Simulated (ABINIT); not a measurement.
Runs of ABINIT 10.8.3 (patched build) on ZnSe (Stilleite). Symmetry: F-43m, No. 216, cubic system. The conventional cell has a = 5.668 Å, b = 5.668 Å, c = 5.668 Å, α = 90.00°, β = 90.00°, γ = 90.00°. Se (site symmetry -43m) is surrounded by 4 Zn at 2.45 Å. Around Zn (site symmetry -43m) lie 4 Se at 2.45 Å. 

```csv
task,level,potentials or basis,cell,k mesh,cutoff (eV),fine-grid cutoff,cell freedom (optcell),optimiser (ionmov),cutoff smearing ecutsm (Ha),force stop (Ha/bohr),mesh quality,gap on the mesh (eV),pressure (GPa),V0 of scaled cells (Å³/atom),B0 (GPa)
single point,r2SCAN,JTH PAW PBE v2.0,as given,3 × 3 × 3,653,1251.72 eV,-,-,-,-,coarse,1.82,1.2,-,-
equation of state,LDA-Teter,JTH PAW LDA v2.0,as given,8 × 8 × 8,544,1088.46 eV,-,-,-,-,not flagged,-,-,21.60,70
single point,PBEsol,PseudoDojo NC SR PBEsol v0.4.1 standard,cell relaxed,6 × 6 × 6,1061,-,-,-,-,-,not flagged,1.24,-0.5,-,-
equation of state,PBE+D3,JTH PAW PBE v2.0,as given,8 × 8 × 8,544,1088.46 eV,-,-,-,-,not flagged,-,-,22.65,65
equation of state,PBE+D2,JTH PAW PBE v2.0,as given,8 × 8 × 8,544,1088.46 eV,-,-,-,-,not flagged,-,-,(a),63
relaxation of cell and atoms,PBEsol,PseudoDojo NC SR PBEsol v0.4.1 standard,relaxed,6 × 6 × 6,1061,-,2,22,0.5,2e-05,not flagged,1.24,0.0,-,-
single point,LDA,JTH PAW LDA v2.0,as given,6 × 6 × 6,544,1088.46 eV,-,-,-,-,not flagged,1.03,-,-,-
equation of state,LDA-PZ,JTH PAW LDA v2.0,as given,8 × 8 × 8,544,1088.46 eV,-,-,-,-,not flagged,-,-,(b),70
```

Alike in all rows: no spin polarisation; smearing fermi-dirac 0.05 eV.

**Question.** Estimate the missing entries.

**Answer.** (a) 22.49; (b) 21.59.

Caveats: some runs use coarse meshes; pressures at fixed basis lie under the slope of the energies (some runs); the PAW data sets were made with another functional, which shifts forces and pressure a little (some runs).

A k mesh can miss the band edges, and the runs leave out spin-orbit coupling on Se.

The runs don't all hold the same shells in valence.
